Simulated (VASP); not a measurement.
# Ge (Cmcm) in VASP: single point with PBE+D3(BJ)

Aim: the single point of Ge with PBE+D3(BJ).

All numbers are computed with VASP 6.6.1; they aren't measurements. Logs are shortened: lines on timing, memory, paths and dates and some standing lists are left out, and cuts for length are marked.

## Step 1: The structure

Symmetry: Cmcm, No. 63, orthorhombic system. Conventional cell: a = 2.976 Å, b = 5.189 Å, c = 4.728 Å, α = 90.00°, β = 90.00°, γ = 90.00°. Around Ge (site symmetry m2m) lie 12 Ge at 2.92 to 2.99 Å.

This isn't the form of Ge at room conditions, which is diamond.

## Step 2: Single point, PBE+D3(BJ)

Input file INCAR:

```
SYSTEM = Ge
PREC = Accurate
ENCUT = 520
EDIFF = 1E-7
ISMEAR = 0
SIGMA = 0.15
LREAL = .False.
LASPH = .True.
NELM = 100
ALGO = Fast
ISIF = 2
LWAVE = .False.
LCHARG = .False.
GGA = PE
IVDW = 12
NBANDS = 21
```

Input file KPOINTS:

```
regular mesh
0
Gamma
  20 20 12
  0 0 0
```

Input file POSCAR:

```
Ge
1.0
    1.4880529250     -2.5946896100      0.0000000000
    1.4880529250      2.5946896100      0.0000000000
    0.0000000000      0.0000000000      4.7275957900
Ge
2
Direct
    0.6665533700      0.3334466300      0.2500000000
    0.3334466300      0.6665533700      0.7500000000
```

Potentials or basis: VASP PAW PBE potentials, release 64 (Ge_d).

Run with:

```sh
> cat potpaw_PBE.64/Ge_d/POTCAR > POTCAR
> mpirun -np 1 vasp_std > vasp.out
```

OUTCAR:

```text
SYSTEM = Ge
   PREC = Accurate
   ENCUT = 520
   EDIFF = 1E-7
   ISMEAR = 0
   LREAL = .False.
   LASPH = .True.
   NELM = 100
   ISIF = 2
   GGA = PE
   IVDW = 12
 IVDW          = 12

 ion  position               nearest neighbor table
   1  0.667  0.333  0.250-
   2  0.333  0.667  0.750-

  LATTYP: Found a base centered orthorhombic cell.
 ALAT       =     2.9761058500
 B/A-ratio  =     1.7436809984
 C/A-ratio  =     1.5885173540

  Lattice vectors:

 A1 = (   1.4880529250,  -2.5946896100,   0.0000000000)
 A2 = (   1.4880529250,   2.5946896100,   0.0000000000)
 A3 = (   0.0000000000,   0.0000000000,   4.7275957900)

Analysis of symmetry for initial positions (statically):
=====================================================================
 Subroutine PRICEL returns:
 Original cell was already a primitive cell.

 Routine SETGRP: Setting up the symmetry group for a
 base centered orthorhombic supercell.

 Subroutine GETGRP returns: Found  8 space group operations
 (whereof  4 operations were pure point group operations)
 out of a pool of  8 trial point group operations.

The static configuration has the point symmetry C_2h.
 The point group associated with its full space group is D_2h.

Analysis of symmetry for dynamics (positions and initial velocities):
=====================================================================
 Subroutine PRICEL returns:
 Original cell was already a primitive cell.

 Routine SETGRP: Setting up the symmetry group for a
 base centered orthorhombic supercell.

 Subroutine GETGRP returns: Found  8 space group operations
 (whereof  4 operations were pure point group operations)
 out of a pool of  8 trial point group operations.

The dynamic configuration has the point symmetry C_2h.
 The point group associated with its full space group is D_2h.

 Subroutine INISYM returns: Found  8 space group operations
 (whereof  4 operations are pure point group operations),
 and found     1 'primitive' translations

----------------------------------------------------------------------------------------

                                     Primitive cell

  volume of cell :      36.5068

  direct lattice vectors                    reciprocal lattice vectors
     1.488052925 -2.594689610  0.000000000     0.336009554 -0.192701277  0.000000000
     1.488052925  2.594689610  0.000000000     0.336009554  0.192701277  0.000000000
     0.000000000  0.000000000  4.727595790     0.000000000  0.000000000  0.211524006

  length of vectors
     2.991106096  2.991106096  4.727595790     0.387345069  0.387345069  0.211524006

  position of ions in fractional coordinates (direct lattice)
     0.666553370  0.333446630  0.250000000
     0.333446630  0.666553370  0.750000000

  ion indices of the primitive-cell ions
   primitive index   ion index
                 1           1
                 2           2

----------------------------------------------------------------------------------------

 KPOINTS: regular mesh

Automatic generation of k-mesh.
 Grid dimensions read from file:
 generate k-points for:   20   20   12

 Generating k-lattice:

  Cartesian coordinates                     Fractional coordinates (reciprocal lattice)
     0.016800478 -0.009635064  0.000000000     0.050000000 -0.000000000  0.000000000
     0.016800478  0.009635064  0.000000000    -0.000000000  0.050000000  0.000000000
     0.000000000  0.000000000  0.017627000     0.000000000  0.000000000  0.083333333

  Length of vectors
     0.019367253  0.019367253  0.017627000

  Shift w.r.t. Gamma in fractional coordinates (k-lattice)
     0.000000000  0.000000000  0.000000000

 Subroutine IBZKPT returns following result:
 ===========================================

 Found    777 irreducible k-points:

 Following reciprocal coordinates:
            Coordinates               Weight
  0.000000  0.000000  0.000000      1.000000
  0.050000 -0.000000  0.000000      4.000000
  0.100000  0.000000  0.000000      4.000000
  0.150000 -0.000000  0.000000      4.000000
  0.200000  0.000000  0.000000      4.000000
  0.250000 -0.000000  0.000000      4.000000
[... 16 lines left out ...]
 -0.400000  0.050000  0.000000      4.000000
 -0.350000  0.050000  0.000000      4.000000
 [... further k-points ...]
   k-points           NKPTS =    777   k-points in BZ     NKDIM =    777   number of bands    NBANDS=     21
   number of dos      NEDOS =    301   number of ions     NIONS =      2
   total plane-waves  NPLWV =  20736
   dimension x,y,z NGX =    24 NGY =   24 NGZ =   36
   dimension x,y,z NGXF=    48 NGYF=   48 NGZF=   72
   ions per type =               2
   NGX,Y,Z   is equivalent  to a cutoff of  13.34, 13.34, 12.66 a.u.
   NGXF,Y,Z  is equivalent  to a cutoff of  26.68, 26.68, 25.32 a.u.
 SYSTEM =  Ge
   PREC   = accura    normal or accurate (medium, high low for compatibility)
   ISTART =      0    job   : 0-new  1-cont  2-samecut
   ICHARG =      2    charge: 1-file 2-atom 10-const
   ISPIN  =      1    spin polarized calculation?
   LNONCOLLINEAR =      F non collinear calculations
   LSORBIT =      F    spin-orbit coupling
   LASPH  =      T    aspherical Exc in radial PAW
   ENCUT  =  520.0 eV  38.22 Ry    6.18 a.u.   5.56  5.56  8.79*2*pi/ulx,y,z
   NELM   =    100;   NELMIN=  2; NELMDL= -5     # of ELM steps
   EDIFF  = 0.1E-06   stopping-criterion for ELM
   LREAL  =      F    real-space projection
   EDIFFG = 0.1E-05   stopping-criterion for IOM
   NSW    =      0    number of steps for IOM
   IBRION =     -1    ionic relax: 0-MD 1-quasi-New 2-CG
   NFREE  =      0    steps in history (QN), initial steepest desc. (CG)
   ISIF   =      2    stress and relaxation
   ISYM   =      2    0-nonsym 1-usesym 2-fastsym
   POTIM  = 0.5000    time-step for ionic-motion
   TEBEG  =    0.0;   TEEND  =   0.0 temperature during run
   PSTRESS=    0.0 pullay stress
   NELECT =      28.0000    total number of electrons
   NUPDOWN=      -1.0000    fix difference up-down
   EMIN   =  10.00;   EMAX   =-10.00  energy-range for DOS
   EFERMI =   0.00;   METHOD = LEGACY
   ISMEAR =     0;   SIGMA  =   0.15  broadening in eV -4-tet -1-fermi 0-gaus
   EFERMI_NEDOS =   21; number of points for ismear=-14 and -15
   IALGO  =     68    algorithm
   IMIX   =      4    mixing-type and parameters
     AMIX     =   0.40;   BMIX     =  1.00
     AMIX_MAG =   1.60;   BMIX_MAG =  1.00
  volume/ion in A,a.u.               =      18.25       123.18
  Fermi-wavevector in a.u.,A,eV,Ry     =   1.498544  2.831837 30.553703  2.245634
  Thomas-Fermi vector in A             =   2.610289
   LORBIT       =      0    0 simple, 1 ext, 2 COOP (PROOUT), +10 PAW based schemes
   GGA     = PE    functional components
   LHFCALC =     F    Hartree Fock is set to
   AEXX    =    0.0000 exact exchange contribution
   IVDW    =    12    specifies the selected vdW correction
   LEPSILON=     F    determine dielectric tensor
   LRPA    =     F    only Hartree local field effects (RPA)
 non-spin polarized calculation
 RMM-DIIS sequential band-by-band and
 Gauss-broadening in eV      SIGMA  =   0.15
  energy-cutoff  :      520.00
  volume of cell :       36.51
 maximum number of plane-waves:      1014
   NGX = 11   NGY = 11   NGZ = 17

 number of electron      28.0000012 magnetization

 Free energy of the ion-electron system (eV)
  ---------------------------------------------------
  ext. energy  EPLUGINS =         0.00000000
  ---------------------------------------------------
  free energy    TOTEN  =        -8.34638386 eV

  energy without entropy =       -8.33617005  energy(sigma->0) =       -8.34127696

 E-fermi :   7.1555     XC(G=0): -11.4671

 val. band max:        7.1518098056   @ k =  -0.4000   0.3500   0.1667
 cond. band min:       7.1566255550   @ k =  -0.4500   0.2500   0.4167
 fundamental gap:      0.0048157494
 Fermi energy:         7.1554820107

 k-point     1 :       0.0000    0.0000    0.0000
  band No.  band energies     occupation
      1     -17.6020      2.00000
      2     -17.5934      2.00000
      3     -17.5897      2.00000
      4     -17.5896      2.00000
      5     -17.5842      2.00000
      6     -17.5810      2.00000
[... 13 lines left out ...]
     20      19.9839      0.00000
     21      21.2565      0.00000

 k-point     2 :       0.0500   -0.0000    0.0000
  band No.  band energies     occupation
      1     -17.6019      2.00000
      2     -17.5952      2.00000
      3     -17.5901      2.00000
      4     -17.5844      2.00000
      5     -17.5824      2.00000
      6     -17.5797      2.00000
[... 13 lines left out ...]
     20      19.8011      0.00000
     21      21.2356      0.00000

 k-point     3 :       0.1000    0.0000    0.0000
  band No.  band energies     occupation
      1     -17.6052      2.00000
      2     -17.5959      2.00000
      3     -17.5840      2.00000
      4     -17.5798      2.00000
      5     -17.5765      2.00000
      6     -17.5743      2.00000
[... 13 lines left out ...]
     20      20.1446      0.00000
     21      21.3530      0.00000

 k-point     4 :       0.1500   -0.0000    0.0000
  band No.  band energies     occupation
      1     -17.6123      2.00000
      2     -17.5931      2.00000
      3     -17.5781      2.00000
      4     -17.5773      2.00000
      5     -17.5773      2.00000
      6     -17.5740      2.00000
[... 13 lines left out ...]
     20      20.7804      0.00000
     21      21.0700      0.00000

 k-point     5 :       0.2000    0.0000    0.0000
  band No.  band energies     occupation
      1     -17.6207      2.00000
      2     -17.5906      2.00000
      3     -17.5842      2.00000
      4     -17.5822      2.00000
      5     -17.5732      2.00000
      6     -17.5616      2.00000
[... 13 lines left out ...]
     20      20.0147      0.00000
     21      21.2246      0.00000
[... 382 lines left out ...]
     20      17.4339      0.00000
     21      20.3582      0.00000

 k-point    22 :      -0.4500    0.0500    0.0000
  band No.  band energies     occupation
      1     -17.6498      2.00000
      2     -17.6174      2.00000
      3     -17.5986      2.00000
      4     -17.5933      2.00000
      5     -17.5455      2.00000
      6     -17.5422      2.00000
[... 13 lines left out ...]
     20      17.5353      0.00000
     21      20.4538      0.00000

 k-point    23 :      -0.4000    0.0500    0.0000
  band No.  band energies     occupation
      1     -17.6453      2.00000
      2     -17.6121      2.00000
      3     -17.5962      2.00000
      4     -17.5922      2.00000
      5     -17.5506      2.00000
      6     -17.5385      2.00000
[... 13 lines left out ...]
     20      17.7492      0.00000
     21      20.6071      0.00000

 k-point    24 :      -0.3500    0.0500    0.0000
  band No.  band energies     occupation
      1     -17.6389      2.00000
      2     -17.6049      2.00000
      3     -17.5929      2.00000
      4     -17.5911      2.00000
      5     -17.5574      2.00000
      6     -17.5332      2.00000
[... 13 lines left out ...]
     20      18.0808      0.00000
     21      20.8277      0.00000

 [... further k-points ...]

------------------------ aborting loop because EDIFF is reached ----------------------------------------

 Edisp (eV)   -0.72454

 E8    (eV) :    -0.3198

  FORCE on cell =-STRESS in cart. coord.  units (eV):
  Direction    XX          YY          ZZ          XY          YZ          ZX
  --------------------------------------------------------------------------------------
  -------------------------------------------------------------------------------------
  Total       0.10881     0.08936     0.57320     0.00000     0.00000     0.00000
  in kB       4.77535     3.92179    25.15614     0.00000     0.00000     0.00000
  external pressure =       11.28 kB  Pullay stress =        0.00 kB

 VOLUME and BASIS-vectors are now :
 -----------------------------------------------------------------------------
  energy-cutoff  :      520.00
  volume of cell :       36.51
      direct lattice vectors                 reciprocal lattice vectors
     1.488052925 -2.594689610  0.000000000     0.336009554 -0.192701277  0.000000000
     1.488052925  2.594689610  0.000000000     0.336009554  0.192701277  0.000000000
     0.000000000  0.000000000  4.727595790     0.000000000  0.000000000  0.211524006

 POSITION                                       TOTAL-FORCE (eV/Angst)
 -----------------------------------------------------------------------------------
      1.48805     -0.86431      1.18190         0.000000      0.004357      0.000000
      1.48805      0.86431      3.54570         0.000000     -0.004357      0.000000
 -----------------------------------------------------------------------------------
    total drift:                                0.000000     -0.000000      0.000000

  FREE ENERGIE OF THE ION-ELECTRON SYSTEM (eV)
  ---------------------------------------------------
  free  energy   TOTEN  =        -9.0709259983 eV

  energy  without entropy=       -9.0607121913  energy(sigma->0) =       -9.06581909
```

Run time: 3.9 min. Hardware: 1 thread of Intel Xeon Platinum 8559C (Emerald Rapids), shared host; peak memory 0.54 GiB.

What came out:

| Quantity | Value |
| --- | --- |
| Free energy | -9.0709 eV |
| Pressure | 1.1 GPa |
| Largest force | 0.004 eV/Å |
| Band gap on the k mesh | none (metal or under the smearing width) |
| Dispersion energy per atom | -0.362 eV |

Forces in eV/Å, atoms in the order of the input:
```
Ge   0.000  0.004  0.000
Ge   0.000 -0.004  0.000
```

Caveat: pairwise dispersion overbinds metals, which lowers pressure and volume.
